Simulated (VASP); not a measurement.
A run of VASP 6.6.1 is set up as follows.

INCAR

```
PREC     = Accurate       # precision mode
ENCUT    = 520            # plane-wave cutoff, eV
EDIFF    = 1E-6           # SCF threshold, eV
ISMEAR   = 0              # smearing method
SIGMA    = 0.1            # smearing width, eV
LREAL    = F              # projectors in reciprocal space
LASPH    = T              # aspherical terms in the spheres
NELM     = 100            # most SCF steps
ALGO     = Normal         # electronic algorithm
ISIF     = 2              # what is computed and relaxed
LWAVE    = F              # write WAVECAR
LCHARG   = F              # write CHGCAR
GGA      = PS             # functional
NBANDS   = 16             # bands
```

The input KPOINTS:

```
Automatic mesh
0
Gamma
  9 9 4
```

POSCAR

```
Ir
1.0
    2.7513778946      0.0000000000      0.0000000000
   -1.3756889473      2.3827631521      0.0000000000
    0.0000000000      0.0000000000      4.4622900000
Ir
2
Direct
    0.6666666700      0.3333333300      0.7500000000
    0.3333333300      0.6666666700      0.2500000000
```

Potentials or basis: VASP PAW PBE potentials, release 64 (Ir).

Command:

```bash
$ cat potpaw_PBE.64/Ir/POTCAR > POTCAR
$ mpirun -np 1 vasp_std > vasp.out
```

Question: Predict the pressure.

Answer: -12.3 GPa.

Question: Predict the band gap on the k mesh.

Answer: None (metal or under the smearing width).

Stress tensor (GPa, compression positive):
```
-12.23   0.00   0.00
  0.00 -12.23   0.00
  0.00   0.00 -12.39
```

Caveat: the PAW data sets were made with another functional, which shifts forces and pressure a little. Spin-orbit coupling is left out, which matters for the levels of Ir.
